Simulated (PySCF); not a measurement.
C₄H₂O₃.
SMILES with atom numbers: `[O:1]=[C:2]1[CH:3]=[CH:4][C:5](=[O:6])[O:7]1` (hydrogens: H8 on C3; H9 on C4)

Method used: CAM-B3LYP/6-31G* geometry optimisation, gas phase (PySCF).

**Question.** What internal coordinates does the optimisation give?

**Answer.** 
| bond | length (pm) |
| --- | --- |
| O1=C2, C5=O6 | 119.2 |
| C2–C3, C4–C5 | 149.0 |
| C3=C4 | 132.9 |
| C2–O7, C5–O7 | 138.3 |
| C3–H8, C4–H9 | 108.1 |

Bonds in one row agree within 1 pm and their mean is given. A selection of angles:
| angle | degrees |
| --- | --- |
| O1–C2–C3 | 129.7 |
| O1–C2–O7 | 122.8 |
| C3–C2–O7 | 107.5 |
| C2–C3–C4 | 108.0 |
| C2–C3–H8 | 122.0 |
| C4–C3–H8 | 129.9 |
| C2–O7–C5 | 109.0 |

Torsions: O1–C2–C3–C4 180° (antiperiplanar); C2–C3–C4–C5 0° (synperiplanar); C3–C4–C5–O6 180° (antiperiplanar); C4–C5–O7–C2 0° (synperiplanar); O1–C2–O7–C5 179° (antiperiplanar).

The 5-membered ring C2–C3–C4–C5–O7 has internal angles of 107.5° to 109.0°; it is planar, 0.00 Å rms from its mean plane, widest ring torsion 0°. The 3 C–C bonds span 1.329 Å (C3=C4, drawn double) to 1.490 Å (C4–C5, drawn single), a spread of 0.161 Å. The 4 C–O bonds span 1.192 Å (C5=O6, drawn double) to 1.383 Å (C5–O7, drawn single), a spread of 0.191 Å. O7 (anhydride bridging oxygen) is bent (angle 109.0°). The 7 heavy atoms lie in one plane (0.004 Å rms).

Point group: C2v (every atom within 0.08 Å of its image). Stationary, but not proved a minimum.
